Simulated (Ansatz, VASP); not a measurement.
**Two plane-wave programs on SnO2**

```
Sn O
1.0
     1.61709    0.93363    4.51256
    -1.61709    0.93363    4.51256
     0.00000   -1.86726    4.51256
Sn O
1 2
Direct
  0.50000 0.50000 0.50000
  0.23717 0.23717 0.23717
  0.76283 0.76283 0.76283
```

Change from the starting cell: strain -0.0600 x Voigt [0, 0, 1, 0, 0, 0], atoms carried along.

Alike in both runs: task single point; functional PBEsol; k mesh 12 × 12 × 12; occupations gaussian, width 0.05 eV; no spin polarisation.

|  | VASP | Ansatz |
| --- | --- | --- |
| version | VASP 6.6.1 | Ansatz 0.2.0 |
| potentials or method | VASP PAW PBE potentials, release 64 (Sn_d, O) | scalar-relativistic, plane waves, PAW |
| plane-wave cutoff (eV) | 520 | 420 |
| valence electrons in the cell | 26 | 26 |

|  | VASP | Ansatz | Ansatz less VASP |
| --- | --- | --- | --- |
| gap on the k mesh at the Fermi level (eV) | 1.82 | 1.84 | +0.018 |
| least direct gap on the mesh (eV) | 1.95 | 1.96 | +0.013 |
| pressure (GPa) | 0.6 | 0.1 | -0.57 |
| largest component of the traceless stress (GPa) | 1.45 | 1.93 | +0.473 |
| rms of the force components (eV/Å) | 0.205 | 0.182 | -0.0232 |

Atom by atom the forces differ by 0.023 eV/Å (rms over components).

Caveats: the PAW data sets were made with another functional, which shifts forces and pressure a little (VASP); spin-orbit coupling is left out, which moves the levels of the heavy elements. A k mesh can miss the band edges.
